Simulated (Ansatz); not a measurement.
# GdN: a single-point run

The task is a single-point run on GdN. The structure is shown as the input types it.

Computed with Ansatz 0.2.0 (DFT, PBE, all-electron LAPW, scalar-relativistic, unless a step's input says otherwise).

## 1. Starting point

The structure is cubic, space group Fm-3m (No. 225). The conventional cell has a = 5.097 Å, b = 5.097 Å, c = 5.097 Å, α = 90.00°, β = 90.00°, γ = 90.00°. Gd (site symmetry m-3m) is surrounded by 6 N at 2.55 Å. N (site symmetry m-3m) has 6 Gd at 2.55 Å as nearest neighbours.

Coordinates:

```
Gd N
1.0
     0.00000    2.54852    2.54852
     2.54852    0.00000    2.54852
     2.54852    2.54852    0.00000
Gd N
1 1
Cartesian
  0.0000 0.0000 0.0000
  2.5485 2.5485 2.5485
```

## 2. The run

Contents of input.yaml:

```yaml
crystal:
  lattice:
    - [0.0, 2.5485222496, 2.5485222496]
    - [2.5485222496, 0.0, 2.5485222496]
    - [2.5485222496, 2.5485222496, 0.0]
  atoms:
    - { symbol: Gd, position: [0.0, 0.0, 0.0], spin: 7.0 }
    - { symbol: "N", position: [0.5, 0.5, 0.5] }
magnetization:
  spin_polarized: true
kpoints:
  mp_grid: { grid: [13, 13, 13] }
scf:
  occupations: { method: fermi_dirac, width: 0.05 }
  mixing: { algorithm: anderson, beta: 0.001, ndim: 1 }
  max_iter: 60
hamiltonian:
  xc: pbe
  pseudopotentials: { kind: all_electron, lapw: { basis_error: 0.0005 } }
output:
  forces: true
  stress: true
  eigenvalues: true
```

On the command line:

```console
$ ansatz run input.yaml --threads 1 --pin off --max-ram 3072MiB --backend cpu --events-out ev --progress --plain --runs-dir out
```

**Question.** How will this run end, and is anything wrong with its input?

The program finished normally, with warnings (stability check not made). Convergence says nothing about whether the input makes sense.

The suspect setting: scf.mixing.algorithm is anderson; scf.mixing.beta is 0.001; scf.mixing.ndim is 1. What could go wrong: mixing too weak. The residual crept for many cycles and then fell at once, which so weak a step can't do by itself: the program changed its mixing. Several mixing settings were changed at once, so this run can't tell how much each is to blame.

Run again and compare: delete scf.mixing.algorithm, scf.mixing.beta and scf.mixing.ndim (the default then holds).
